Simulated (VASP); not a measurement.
# Ir (P6_3/mmc) in VASP: notebook

One crystal, Ir, is run at these levels: LDA; tasks: single point.

Program: VASP 6.6.1. These are calculated values, not measurements. Logs are shortened: lines on timing, memory, paths and dates and some standing lists are left out, and cuts for length are marked.

## Step 1: The structure

Symmetry: P6_3/mmc, No. 194, hexagonal system. Conventional cell: a = 2.705 Å, b = 2.705 Å, c = 4.391 Å, α = 90.00°, β = 90.00°, γ = 120.00°. Ir (site symmetry -6m2) is surrounded by 12 Ir at 2.69 to 2.71 Å.

This isn't the form of Ir at room conditions, which is fcc.

## Step 2: Single point, LDA

INCAR

```
PREC = Accurate
ENCUT = 520
EDIFF = 1E-6
ISMEAR = -1
SIGMA = 0.1
LREAL = False
LASPH = True
NELM = 100
ALGO = Normal
ISIF = 2
LWAVE = False
LCHARG = False
GGA = CA
NBANDS = 16
```

KPOINTS

```
Automatic mesh
0
Gamma
  22 22 12
```

POSCAR

```
Ir
1.0
    2.7052972923      0.0000000000      0.0000000000
   -1.3526486461      2.3428561799      0.0000000000
    0.0000000000      0.0000000000      4.3910547252
Ir
2
Direct
    0.3333333333      0.6666666667      0.2500000000
    0.6666666667      0.3333333333      0.7500000000
```

Potentials or basis: VASP PAW LDA potentials, release 64 (Ir).

Launch:

```bash
$ cat potpaw_LDA.64/Ir/POTCAR > POTCAR
$ mpirun -np 1 vasp_std > vasp.out
```

OUTCAR:

```text
PREC = Accurate
   ENCUT = 520
   EDIFF = 1E-6
   ISMEAR = -1
   LREAL = False
   LASPH = True
   NELM = 100
   ISIF = 2
   GGA = CA

 ion  position               nearest neighbor table
   1  0.333  0.667  0.250-   2 2.69   2 2.69   2 2.69   2 2.69   2 2.69   2 2.69
   2  0.667  0.333  0.750-   1 2.69   1 2.69   1 2.69   1 2.69   1 2.69   1 2.69

  LATTYP: Found a hexagonal cell.
 ALAT       =     2.7052972923
 C/A-ratio  =     1.6231320446

  Lattice vectors:

 A1 = (   2.7052972923,   0.0000000000,   0.0000000000)
 A2 = (  -1.3526486461,   2.3428561799,   0.0000000000)
 A3 = (   0.0000000000,   0.0000000000,   4.3910547252)

Analysis of symmetry for initial positions (statically):
=====================================================================
 Subroutine PRICEL returns:
 Original cell was already a primitive cell.

 Routine SETGRP: Setting up the symmetry group for a
 hexagonal supercell.

 Subroutine GETGRP returns: Found 24 space group operations
 (whereof 12 operations were pure point group operations)
 out of a pool of 24 trial point group operations.

The static configuration has the point symmetry D_3d.
 The point group associated with its full space group is D_6h.

Analysis of symmetry for dynamics (positions and initial velocities):
=====================================================================
 Subroutine PRICEL returns:
 Original cell was already a primitive cell.

 Routine SETGRP: Setting up the symmetry group for a
 hexagonal supercell.

 Subroutine GETGRP returns: Found 24 space group operations
 (whereof 12 operations were pure point group operations)
 out of a pool of 24 trial point group operations.

The dynamic configuration has the point symmetry D_3d.
 The point group associated with its full space group is D_6h.

 Subroutine INISYM returns: Found 24 space group operations
 (whereof 12 operations are pure point group operations),
 and found     1 'primitive' translations

----------------------------------------------------------------------------------------

                                     Primitive cell

  volume of cell :      27.8310

  direct lattice vectors                    reciprocal lattice vectors
     2.705297292  0.000000000  0.000000000     0.369645141  0.213414722  0.000000000
    -1.352648646  2.342856180  0.000000000     0.000000000  0.426829444  0.000000000
     0.000000000  0.000000000  4.391054725     0.000000000  0.000000000  0.227735718

  length of vectors
     2.705297292  2.705297292  4.391054725     0.426829444  0.426829444  0.227735718

  position of ions in fractional coordinates (direct lattice)
     0.333333333  0.666666667  0.250000000
     0.666666667  0.333333333  0.750000000

  ion indices of the primitive-cell ions
   primitive index   ion index
                 1           1
                 2           2

----------------------------------------------------------------------------------------

 KPOINTS: Automatic mesh

Automatic generation of k-mesh.
 Grid dimensions read from file:
 generate k-points for:   22   22   12

 Generating k-lattice:

  Cartesian coordinates                     Fractional coordinates (reciprocal lattice)
     0.016802052  0.009700669  0.000000000     0.045454545  0.000000000  0.000000000
     0.000000000  0.019401338  0.000000000     0.000000000  0.045454545  0.000000000
     0.000000000  0.000000000  0.018977976     0.000000000  0.000000000  0.083333333

  Length of vectors
     0.019401338  0.019401338  0.018977976

  Shift w.r.t. Gamma in fractional coordinates (k-lattice)
     0.000000000  0.000000000  0.000000000

 Subroutine IBZKPT returns following result:
 ===========================================

 Found    364 irreducible k-points:

 Following reciprocal coordinates:
            Coordinates               Weight
  0.000000  0.000000  0.000000      1.000000
  0.045455 -0.000000  0.000000      6.000000
  0.090909 -0.000000  0.000000      6.000000
  0.136364  0.000000  0.000000      6.000000
  0.181818  0.000000  0.000000      6.000000
  0.227273  0.000000  0.000000      6.000000
[... 16 lines left out ...]
  0.090909  0.090909  0.000000      6.000000
  0.136364  0.090909  0.000000     12.000000
 [... further k-points ...]
   k-points           NKPTS =    364   k-points in BZ     NKDIM =    364   number of bands    NBANDS=     16
   number of dos      NEDOS =    301   number of ions     NIONS =      2
   total plane-waves  NPLWV =  14400
   dimension x,y,z NGX =    20 NGY =   20 NGZ =   36
   dimension x,y,z NGXF=    40 NGYF=   40 NGZF=   72
   ions per type =               2
   NGX,Y,Z   is equivalent  to a cutoff of  12.29, 12.29, 13.63 a.u.
   NGXF,Y,Z  is equivalent  to a cutoff of  24.58, 24.58, 27.26 a.u.
 SYSTEM =  unknown system
   PREC   = accura    normal or accurate (medium, high low for compatibility)
   ISTART =      0    job   : 0-new  1-cont  2-samecut
   ICHARG =      2    charge: 1-file 2-atom 10-const
   ISPIN  =      1    spin polarized calculation?
   LNONCOLLINEAR =      F non collinear calculations
   LSORBIT =      F    spin-orbit coupling
   LASPH  =      T    aspherical Exc in radial PAW
   ENCUT  =  520.0 eV  38.22 Ry    6.18 a.u.   5.03  5.03  8.16*2*pi/ulx,y,z
   NELM   =    100;   NELMIN=  2; NELMDL= -5     # of ELM steps
   EDIFF  = 0.1E-05   stopping-criterion for ELM
   LREAL  =      F    real-space projection
   EDIFFG = 0.1E-04   stopping-criterion for IOM
   NSW    =      0    number of steps for IOM
   IBRION =     -1    ionic relax: 0-MD 1-quasi-New 2-CG
   NFREE  =      0    steps in history (QN), initial steepest desc. (CG)
   ISIF   =      2    stress and relaxation
   ISYM   =      2    0-nonsym 1-usesym 2-fastsym
   POTIM  = 0.5000    time-step for ionic-motion
   TEBEG  =    0.0;   TEEND  =   0.0 temperature during run
   PSTRESS=    0.0 pullay stress
   NELECT =      18.0000    total number of electrons
   NUPDOWN=      -1.0000    fix difference up-down
   EMIN   =  10.00;   EMAX   =-10.00  energy-range for DOS
   EFERMI =   0.00;   METHOD = LEGACY
   ISMEAR =    -1;   SIGMA  =   0.10  broadening in eV -4-tet -1-fermi 0-gaus
   EFERMI_NEDOS =   21; number of points for ismear=-14 and -15
   IALGO  =     38    algorithm
   IMIX   =      4    mixing-type and parameters
     AMIX     =   0.40;   BMIX     =  1.00
     AMIX_MAG =   1.60;   BMIX_MAG =  1.00
  volume/ion in A,a.u.               =      13.92        93.91
  Fermi-wavevector in a.u.,A,eV,Ry     =   1.415758  2.675396 27.271138  2.004372
  Thomas-Fermi vector in A             =   2.537164
   LORBIT       =      0    0 simple, 1 ext, 2 COOP (PROOUT), +10 PAW based schemes
   GGA     = CA    functional components
   LHFCALC =     F    Hartree Fock is set to
   AEXX    =    0.0000 exact exchange contribution
   IVDW    =     0    specifies the selected vdW correction
   LEPSILON=     F    determine dielectric tensor
   LRPA    =     F    only Hartree local field effects (RPA)
 non-spin polarized calculation
  energy-cutoff  :      520.00
  volume of cell :       27.83
 maximum number of plane-waves:       770
 NGX is ok and might be reduce to    20
   NGX =  9   NGY =  9   NGZ = 17

 number of electron      18.0000001 magnetization

 Free energy of the ion-electron system (eV)
  ---------------------------------------------------
  ext. energy  EPLUGINS =         0.00000000
  ---------------------------------------------------
  free energy    TOTEN  =       -20.53060069 eV

  energy without entropy =      -20.45538360  energy(sigma->0) =      -20.49299214

 E-fermi :  10.7240     XC(G=0): -14.2340

 val. band max:       10.7186947459   @ k =   0.3182   0.0909   0.0833
 cond. band min:      10.7269258087   @ k =   0.3182   0.2727   0.3333
 fundamental gap:      0.0082310628
 Fermi energy:        10.7239774926

 k-point     1 :       0.0000    0.0000    0.0000
  band No.  band energies     occupation
      1      -0.6806      2.00000
      2       2.3331      2.00000
      3       6.6339      2.00000
      4       6.7499      2.00000
      5       6.7499      2.00000
      6       7.4298      2.00000
[... 8 lines left out ...]
     15      27.1270      0.00000
     16      28.2588      0.00000

 k-point     2 :       0.0455   -0.0000    0.0000
  band No.  band energies     occupation
      1      -0.5974      2.00000
      2       2.4081      2.00000
      3       6.4531      2.00000
      4       6.8203      2.00000
      5       6.9123      2.00000
      6       7.3819      2.00000
[... 8 lines left out ...]
     15      27.2396      0.00000
     16      28.3988      0.00000

 k-point     3 :       0.0909   -0.0000    0.0000
  band No.  band energies     occupation
      1      -0.3524      2.00000
      2       2.6237      2.00000
      3       6.1905      2.00000
      4       7.0297      2.00000
      5       7.1069      2.00000
      6       7.2805      2.00000
[... 8 lines left out ...]
     15      27.5539      0.00000
     16      28.7720      0.00000

 k-point     4 :       0.1364    0.0000    0.0000
  band No.  band energies     occupation
      1       0.0403      2.00000
      2       2.9468      2.00000
      3       5.9088      2.00000
      4       7.0044      2.00000
      5       7.1474      2.00000
      6       7.3721      2.00000
[... 8 lines left out ...]
     15      27.9534      0.00000
     16      28.9459      0.00000

 k-point     5 :       0.1818    0.0000    0.0000
  band No.  band energies     occupation
      1       0.5547      2.00000
      2       3.3034      2.00000
      3       5.6742      2.00000
      4       6.4006      2.00000
      5       6.7965      2.00000
      6       7.6015      2.00000
[... 8 lines left out ...]
     15      27.9026      0.00000
     16      28.7373      0.00000

 k-point     6 :       0.2273    0.0000    0.0000
  band No.  band energies     occupation
      1       1.1483      2.00000
      2       3.5581      2.00000
      3       5.5979      2.00000
      4       5.7006      2.00000
      5       6.6397      2.00000
      6       7.3443      2.00000
[... 8 lines left out ...]
     15      27.1619      0.00000
     16      27.5668      0.00000

 k-point     7 :       0.2727    0.0000    0.0000
  band No.  band energies     occupation
      1       1.7566      2.00000
      2       3.5912      2.00000
      3       5.0830      2.00000
      4       5.7371      2.00000
      5       6.6345      2.00000
      6       7.0998      2.00000
[... 8 lines left out ...]
     15      26.3233      0.00000
     16      26.3699      0.00000

 k-point     8 :       0.3182   -0.0000    0.0000
  band No.  band energies     occupation
      1       2.2933      2.00000
      2       3.4569      2.00000
      3       4.5635      2.00000
      4       5.9827      2.00000
      5       6.8538      2.00000
      6       6.8829      2.00000
[... 8 lines left out ...]
     15      25.1292      0.00000
     16      25.6851      0.00000

 k-point     9 :       0.3636    0.0000    0.0000
  band No.  band energies     occupation
      1       2.6774      2.00000
      2       3.2775      2.00000
      3       4.1514      2.00000
      4       6.2941      2.00000
      5       6.7043      2.00000
      6       7.1952      2.00000
[... 8 lines left out ...]
     15      24.0398      0.00000
     16      25.1355      0.00000
[... 172 lines left out ...]
 k-point    19 :       0.3182    0.0455    0.0000
  band No.  band energies     occupation
      1       2.5715      2.00000
      2       3.4283      2.00000
      3       4.3405      2.00000
      4       6.0508      2.00000
      5       6.7092      2.00000
      6       7.0132      2.00000
[... 8 lines left out ...]
     15      24.2052      0.00000
     16      25.4707      0.00000

 k-point    20 :       0.3636    0.0455    0.0000
  band No.  band energies     occupation
      1       2.8685      2.00000
      2       3.2560      2.00000
      3       3.9890      2.00000
      4       6.4134      2.00000
      5       6.5776      2.00000
      6       7.2211      2.00000
[... 8 lines left out ...]
     15      23.1519      0.00000
     16      25.0001      0.00000

 k-point    21 :       0.4091    0.0455    0.0000
  band No.  band energies     occupation
      1       2.9851      2.00000
      2       3.1553      2.00000
      3       3.7519      2.00000
      4       6.4898      2.00000
      5       6.8047      2.00000
      6       7.1021      2.00000
[... 8 lines left out ...]
     15      22.2506      0.00000
     16      23.9445      0.00000

 k-point    22 :       0.4545    0.0455    0.0000
  band No.  band energies     occupation
      1       2.9749      2.00000
      2       3.1500      2.00000
      3       3.6324      2.00000
      4       6.4462      2.00000
      5       7.0402      2.00000
      6       7.0868      2.00000
[... 8 lines left out ...]
     15      21.5509      0.00000
     16      22.9677      0.00000

 k-point    23 :       0.0909    0.0909    0.0000
  band No.  band energies     occupation
      1       0.2702      2.00000
      2       3.1370      2.00000
      3       5.7326      2.00000
      4       6.8879      2.00000
      5       6.9675      2.00000
      6       7.4808      2.00000
[... 8 lines left out ...]
     15      28.2731      0.00000
     16      28.2867      0.00000

 k-point    24 :       0.1364    0.0909    0.0000
  band No.  band energies     occupation
      1       0.7763      2.00000
      2       3.4986      2.00000
      3       5.4676      2.00000
      4       6.2302      2.00000
      5       6.7940      2.00000
      6       7.2119      2.00000
[... 8 lines left out ...]
     15      27.0785      0.00000
     16      28.1869      0.00000

 [... further k-points ...]

------------------------ aborting loop because EDIFF is reached ----------------------------------------

  FORCE on cell =-STRESS in cart. coord.  units (eV):
  Direction    XX          YY          ZZ          XY          YZ          ZX
  --------------------------------------------------------------------------------------
  -------------------------------------------------------------------------------------
  Total        0.4360991      0.4360991      0.3999494      0.0000000     -0.0000000      0.0000000
  in kB       25.1053498     25.1053498     23.0242825      0.0000000     -0.0000000      0.0000000
  external PRESSURE =      24.4116607 kB  Pullay stress =       0.0000000 kB

 VOLUME and BASIS-vectors are now :
 -----------------------------------------------------------------------------
  energy-cutoff  :      520.00
  volume of cell :       27.83
      direct lattice vectors                 reciprocal lattice vectors
     2.705297292  0.000000000  0.000000000     0.369645141  0.213414722  0.000000000
    -1.352648646  2.342856180  0.000000000     0.000000000  0.426829444  0.000000000
     0.000000000  0.000000000  4.391054725     0.000000000  0.000000000  0.227735718

 POSITION                                       TOTAL-FORCE (eV/Angst)
 -----------------------------------------------------------------------------------
     -0.00000      1.56190      1.09776         0.000000     -0.000000      0.000000
      1.35265      0.78095      3.29329        -0.000000      0.000000      0.000000
 -----------------------------------------------------------------------------------
    total drift:                                0.000000     -0.000000     -0.000000

  FREE ENERGIE OF THE ION-ELECTRON SYSTEM (eV)
  ---------------------------------------------------
  free  energy   TOTEN  =       -20.5306006889 eV

  energy  without entropy=      -20.4553836006  energy(sigma->0) =      -20.49299214
```

It took 2.3 min on 1 thread of Intel Xeon Platinum 8259CL at 2.50GHz (Skylake/Cascade Lake), shared host; peak memory 0.24 GiB.

Results:

* Free energy: -20.5306 eV
* Pressure: 2.4 GPa
* Band gap on the k mesh: none (metal or under the smearing width)

Stress tensor (GPa, compression positive):
```
2.51 0.00 0.00
0.00 2.51 0.00
0.00 0.00 2.30
```

The run has no spin-orbit coupling, so splittings on Ir are missing.

(Part 1 of 3 ends here.)
